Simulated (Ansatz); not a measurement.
**SiO2: do energies and stresses tell the same story?**

The calculation used DFT LDA, scalar-relativistic, plane waves, PAW in Ansatz 0.2.0.

Cutoff 420 eV; k points 6×6×4 on the computed 12-atom cell (Γ-centred); Gaussian smearing, width 0.02 eV; no spin polarisation.

Relaxed cell: P6_322, a = 5.015 Å, b = 5.015 Å, c = 8.539 Å, α = 90.00°, β = 90.00°, γ = 120.00°, 12 atoms in the primitive cell. This form isn't the usual stable structure of the compound.

Energies at zero smearing and pressures from the stress tensor, at volumes with shape and atoms relaxed:
| V (Å³/atom) | E − E(first) (meV/atom) | P (GPa) |
| --- | --- | --- |
| 13.640 | 0.00 | 5.16 |
| 14.105 | -12.22 | 3.35 |
| 14.570 | -19.70 | 1.93 |
| 15.035 | -23.72 | 0.85 |
| 15.500 | -24.84 | -0.03 |
| 15.965 | -23.61 | -0.89 |
| 16.430 | -20.30 | -1.64 |
| 17.050 | -12.66 | -2.83 |

Check P = −dE/dV between neighbouring volumes, and get the bulk modulus from the pressures alone.

With 1 eV/Å³ = 160.2 GPa:
| middle V (Å³/atom) | −ΔE/ΔV (GPa) | mean P (GPa) |
| --- | --- | --- |
| 13.872 | 4.211 | 4.254 |
| 14.337 | 2.577 | 2.638 |
| 14.802 | 1.386 | 1.390 |
| 15.267 | 0.384 | 0.410 |
| 15.732 | -0.423 | -0.461 |
| 16.197 | -1.141 | -1.268 |
| 16.740 | -1.974 | -2.237 |

The two differ by 0.26 GPa at most. The mean of two end pressures misses the average over a step by about ΔV² P″/12, up to 0.04 GPa here; with that taken off 0.25 GPa remains, from the finite cutoff, the mesh or the relaxation's tolerance. Around V = 15.500 Å³/atom, the two neighbours give B = −V ΔP/ΔV = 15.500 × 1.74 / 0.930 = 29.0 GPa, against B0 = 29.1 GPa from the Birch–Murnaghan fit of the energies.

Cost: 9 runs of about 16 core-minutes in all, on Arm Neoverse V2 (shared hosts).